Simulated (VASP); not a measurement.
# TiO (Pm-3m) in VASP: a series of runs

One crystal, TiO, is run at these levels: r2SCAN+U; tasks: single point.

Program: VASP 6.6.1. These are calculated values, not measurements. Logs are shortened: lines on timing, memory, paths and dates and some standing lists are left out, and cuts for length are marked.

### 1 Starting point

Symmetry: Pm-3m, No. 221, cubic system. Conventional cell: a = 2.708 Å, b = 2.708 Å, c = 2.708 Å, α = 90.00°, β = 90.00°, γ = 90.00°. Ti (site symmetry m-3m) is surrounded by 8 O at 2.35 Å. Around O (site symmetry m-3m) lie 8 Ti at 2.35 Å.

The cell comes from a database or a generator and needn't be the stable form of this composition.

### 2 Single point, r2SCAN+U, collinear spin, ferromagnetic start

INCAR reads:

```
SYSTEM = TiO
PREC     = Accurate       ! precision mode
ENCUT    = 520            ! plane-wave cutoff, eV
EDIFF    = 1E-6           ! SCF threshold, eV
ISMEAR   = 0              ! smearing method
SIGMA    = 0.05           ! smearing width, eV
LREAL    = .FALSE.        ! projectors in reciprocal space
LASPH    = .TRUE.         ! aspherical terms in the spheres
NELM     = 80             ! most SCF steps
ALGO     = Normal         ! electronic algorithm
ISIF     = 2              ! what is computed and relaxed
LWAVE    = .FALSE.        ! write WAVECAR
LCHARG   = .FALSE.        ! write CHGCAR
ISPIN    = 2              ! spin polarisation
MAGMOM   = 1 0            ! initial moments
LORBIT   = 11             ! projections on sites
LMAXMIX  = 4              ! l up to which the mixer works
LDAU     = .TRUE.         ! DFT+U
LDAUTYPE = 2            
LDAUL    = 2 -1           ! shell
LDAUU    = 2 0            ! U, eV
LDAUJ    = 0 0          
LDAUPRINT= 1            
METAGGA  = R2SCAN         ! meta-GGA
LMIXTAU  = .TRUE.
```

KPOINTS reads:

```
regular mesh
0
G
  7 7 7
  0 0 0
```

POSCAR reads:

```
TiO
1.0
    2.7083400800      0.0000000000      0.0000000000
    0.0000000000      2.7083400800      0.0000000000
    0.0000000000      0.0000000000      2.7083400800
Ti O
1 1
Direct
    0.0000000000      0.0000000000      0.0000000000
    0.5000000000      0.5000000000      0.5000000000
```

Potentials or basis: VASP PAW PBE potentials, release 64 (Ti_sv, O).

Launch:

```console
$ cat potpaw_PBE.64/Ti_sv/POTCAR potpaw_PBE.64/O/POTCAR > POTCAR
$ mpirun -np 1 vasp_std > vasp.out
```

OUTCAR:

```text
SYSTEM = TiO
   PREC = Accurate
   ENCUT = 520
   EDIFF = 1E-6
   ISMEAR = 0
   LREAL = .FALSE.
   LASPH = .TRUE.
   NELM = 80
   ISIF = 2
   ISPIN = 2
   LORBIT = 11
   METAGGA = R2SCAN

 ion  position               nearest neighbor table
   1  0.000  0.000  0.000-   2 2.35   2 2.35   2 2.35   2 2.35   2 2.35   2 2.35   2 2.35   2 2.35

   2  0.500  0.500  0.500-   1 2.35   1 2.35   1 2.35   1 2.35   1 2.35   1 2.35   1 2.35   1 2.35

  LATTYP: Found a simple cubic cell.
 ALAT       =     2.7083400800

  Lattice vectors:

 A1 = (   2.7083400800,   0.0000000000,   0.0000000000)
 A2 = (   0.0000000000,   2.7083400800,   0.0000000000)
 A3 = (   0.0000000000,   0.0000000000,   2.7083400800)

Analysis of symmetry for initial positions (statically):
=====================================================================
 Subroutine PRICEL returns:
 Original cell was already a primitive cell.

 Routine SETGRP: Setting up the symmetry group for a
 simple cubic supercell.

 Subroutine GETGRP returns: Found 48 space group operations
 (whereof 48 operations were pure point group operations)
 out of a pool of 48 trial point group operations.

The static configuration has the point symmetry O_h .

Analysis of symmetry for dynamics (positions and initial velocities):
=====================================================================
 Subroutine PRICEL returns:
 Original cell was already a primitive cell.

 Routine SETGRP: Setting up the symmetry group for a
 simple cubic supercell.

 Subroutine GETGRP returns: Found 48 space group operations
 (whereof 48 operations were pure point group operations)
 out of a pool of 48 trial point group operations.

The dynamic configuration has the point symmetry O_h .

Analysis of structural, dynamic, and magnetic symmetry:
=====================================================================
 Subroutine PRICEL returns:
 Original cell was already a primitive cell.

 Routine SETGRP: Setting up the symmetry group for a
 simple cubic supercell.

 Subroutine GETGRP returns: Found 48 space group operations
 (whereof 48 operations were pure point group operations)
 out of a pool of 48 trial point group operations.

The overall configuration has the point symmetry O_h .

 Subroutine INISYM returns: Found 48 space group operations
 (whereof 48 operations are pure point group operations),
 and found     1 'primitive' translations

----------------------------------------------------------------------------------------

                                     Primitive cell

  volume of cell :      19.8660

[... 184 lines left out ...]
 val. band max:       11.3939776974   @ k =   0.4286   0.2857   0.2857
 cond. band min:      11.4894928038   @ k =   0.2857   0.0000   0.0000
 fundamental gap:      0.0955151064
 Fermi energy:        11.4256730702

 spin component 1

 k-point     1 :       0.0000    0.0000    0.0000
  band No.  band energies     occupation
      1     -49.1802      1.00000
      2     -24.0498      1.00000
      3     -24.0498      1.00000
      4     -24.0498      1.00000
      5     -11.3186      1.00000
      6       6.6099      1.00000
      7       6.6099      1.00000
      8       6.6099      1.00000
      9       8.1442      1.00000
     10       8.1443      1.00000
     11      12.9776      0.00000
     12      14.4644      0.00000
[... 310 lines left out ...]
  band No.  band energies     occupation
      1     -48.9033      1.00000
      2     -24.5604      1.00000
      3     -24.5525      1.00000
      4     -24.5525      1.00000
      5      -9.3977      1.00000
      6       3.0731      1.00000
      7       3.0731      1.00000
      8       3.2912      1.00000
      9      13.7757      0.00000
     10      13.7757      0.00000
     11      14.2513      0.00000
     12      14.8522      0.00000
     13      14.8522      0.00000
     14      19.4952      0.00000
 Fermi energy:        11.4256730702

 spin component 2

 k-point     1 :       0.0000    0.0000    0.0000
  band No.  band energies     occupation
      1     -48.9827      1.00000
      2     -23.8504      1.00000
      3     -23.8504      1.00000
      4     -23.8504      1.00000
      5     -11.2884      1.00000
      6       6.6423      1.00000
      7       6.6423      1.00000
      8       6.6423      1.00000
      9       8.6456      1.00000
     10       8.6457      1.00000
     11      13.1513      0.00000
     12      14.5579      0.00000
[... 311 lines left out ...]
      1     -48.7083      1.00000
      2     -24.3531      1.00000
      3     -24.3450      1.00000
      4     -24.3449      1.00000
      5      -9.3654      1.00000
      6       3.0988      1.00000
      7       3.0988      1.00000
      8       3.3181      1.00000
      9      14.2904      0.00000
     10      14.2904      0.00000
     11      14.3479      0.00000
     12      14.9773      0.00000
     13      14.9773      0.00000
     14      19.6753      0.00000

------------------------ aborting loop because EDIFF is reached ----------------------------------------

  FORCE on cell =-STRESS in cart. coord.  units (eV):
  Direction    XX          YY          ZZ          XY          YZ          ZX
  --------------------------------------------------------------------------------------
  -------------------------------------------------------------------------------------
  Total       -1.6096014     -1.6096014     -1.6096014     -0.0000000      0.0000000     -0.0000000
  in kB     -129.8133444   -129.8133444   -129.8133444     -0.0000000      0.0000000     -0.0000000
  external PRESSURE =    -129.8133444 kB  Pullay stress =       0.0000000 kB

 VOLUME and BASIS-vectors are now :
 -----------------------------------------------------------------------------
  energy-cutoff  :      520.00
  volume of cell :       19.87
      direct lattice vectors                 reciprocal lattice vectors
     2.708340080  0.000000000  0.000000000     0.369229849  0.000000000  0.000000000
     0.000000000  2.708340080  0.000000000     0.000000000  0.369229849  0.000000000
     0.000000000  0.000000000  2.708340080     0.000000000  0.000000000  0.369229849

 POSITION                                       TOTAL-FORCE (eV/Angst)
 -----------------------------------------------------------------------------------
      0.00000      0.00000      0.00000         0.000000      0.000000      0.000000
      1.35417      1.35417      1.35417         0.000000      0.000000      0.000000
 -----------------------------------------------------------------------------------
    total drift:                               -0.000000      0.000000      0.000000

  FREE ENERGIE OF THE ION-ELECTRON SYSTEM (eV)
  ---------------------------------------------------
  free  energy   TOTEN  =       -21.9659166426 eV

  energy  without entropy=      -21.9651484403  energy(sigma->0) =      -21.96553254

 total charge

# of ion       s       p       d       tot
------------------------------------------
    1        2.133   6.095   2.027  10.255
    2        1.554   3.483   0.000   5.037
--------------------------------------------------
tot          3.687   9.578   2.027  15.293

 magnetization (x)

# of ion       s       p       d       tot
------------------------------------------
    1        0.000   0.005   0.175   0.180
    2        0.001   0.014   0.000   0.014
--------------------------------------------------
tot          0.001   0.018   0.175   0.195
```

stdout:

```text
POSCAR found type information on POSCAR TiO
 POSCAR found :  2 types and       2 ions
 scaLAPACK will be used
 -----------------------------------------------------------------------------
|                                                                             |
|                                                                             |
|     You enforced a specific xc type in the INCAR file but a different       |
|     I HOPE YOU KNOW WHAT YOU ARE DOING!                                     |
|                                                                             |
 -----------------------------------------------------------------------------

 LDA part: xc-table for (None), standard interpolation
 POSCAR, INCAR and KPOINTS ok, starting setup
 FFT: planning ... GRIDC
 FFT: planning ... GRID_SOFT
 FFT: planning ... GRID
 WAVECAR not read
 entering main loop
```

Run time: 45 s. Hardware: 1 thread of Intel Xeon Platinum 8259CL at 2.50GHz (Skylake/Cascade Lake), shared host; peak memory 0.14 GiB.

Results:

```
Free energy                                           : -21.9659 eV
Pressure                                              : -13.0 GPa
Band gap on the k mesh                                : none (metal or under the smearing width)
Net moment                                            : 0.21 μB per cell
Site moments                                          : Ti +0.18; O +0.01 μB
Valence electrons inside the program's atomic spheres : Ti 10.26; O 5.04
```

Levels at points of the mesh, in eV from the Fermi level:
Spin up:
| k point | band 5 | band 6 | band 7 | band 8 | band 9 | band 10 | band 11 | band 12 | band 13 | band 14 |
| --- | --- | --- | --- | --- | --- | --- | --- | --- | --- | --- |
| (0.00, 0.00, 0.00) | -22.74 | -4.82 | -4.82 | -4.82 | -3.28 | -3.28 | 1.55 | 3.04 | 3.04 | 3.04 |
Spin down:
| k point | band 6 | band 7 | band 8 | band 9 | band 10 | band 11 | band 12 | band 13 |
| --- | --- | --- | --- | --- | --- | --- | --- | --- |
| (0.00, 0.00, 0.00) | -4.78 | -4.78 | -4.78 | -2.78 | -2.78 | 1.73 | 3.13 | 3.13 |

Eigenvalues of the final occupation matrices:
```
    site  spin  trace               eigenvalues
site 1 d     1   1.11  0.07 0.07 0.07 0.46 0.46
site 1 d     2   0.94  0.06 0.06 0.06 0.37 0.37
```

Caveat: the PAW data sets were made with another functional, which shifts forces and pressure a little.

(Continued in part 2 of 2.)
